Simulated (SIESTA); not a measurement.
Runs of SIESTA 5.4.2 on HfO2. The structure is cubic, space group Fm-3m (No. 225). The conventional cell has a = 5.115 Å, b = 5.115 Å, c = 5.115 Å, α = 90.00°, β = 90.00°, γ = 90.00°. Hf (site symmetry m-3m) has 8 O at 2.21 Å as nearest neighbours. Around O (site symmetry -43m) lie 4 Hf at 2.21 Å. Measurements of this composition are mostly on another form, of space group No. 14.

```csv
task,level,potentials or basis,gap on the mesh (eV),pressure (GPa)
single point,vdW-DF-cx,"PseudoDojo 0.4 standard (PBE files), DZP (energy shift 0.003 Ry; two zetas on semicore shells)",3.65,-5.6
single point,optB88-vdW,"PseudoDojo 0.4 standard (PBE files), DZP (energy shift 0.003 Ry; two zetas on semicore shells)",3.67,-1.3
single point,vdW-DF,"PseudoDojo 0.4 standard (PBE files), DZP (energy shift 0.003 Ry; two zetas on semicore shells)",3.78,5.7
single point,vdW-DF2,"PseudoDojo 0.4 standard (PBE files), DZP (energy shift 0.003 Ry; two zetas on semicore shells)",3.67,10.7
single point,vdW-DF-C09,"PseudoDojo 0.4 standard (PBE files), DZP (energy shift 0.003 Ry; two zetas on semicore shells)",3.62,-6.8
band structure,PBEsol,"PseudoDojo 0.4 standard (PBEsol files), DZP (energy shift 0.003 Ry; two zetas on semicore shells)",3.61,(a)
single point,VV10,"PseudoDojo 0.4 standard (PBE files), DZP (energy shift 0.003 Ry; two zetas on semicore shells)",(b),2.5
```

Alike in all rows: no spin polarisation; cell as given; k mesh 9 × 9 × 9; smearing fermi-dirac 0.05 eV; grid cutoff 800 Ry; energy shift 0.003 Ry.

Fill in the values left out.

(a) -8.1; (b) 3.63.

Caveats: short orbitals over semicore shells can move pressures by several GPa; spin-orbit coupling is left out, which moves the levels of the heavy elements; the basis of atomic orbitals isn't converged, which shifts pressures, moduli and gaps; the potentials were made for another functional, which shifts forces and pressure (some runs); an odd mesh through Γ misses points on the zone boundary, where band edges often lie (some runs); the mesh misses the band edges, which the band path finds closer together (some runs); the non-local part is tabulated coarsely and may be off by about a percent (some runs).

A k mesh can miss the band edges, and the runs leave out spin-orbit coupling on Hf.

Runs at the PBE level aren't shown here.
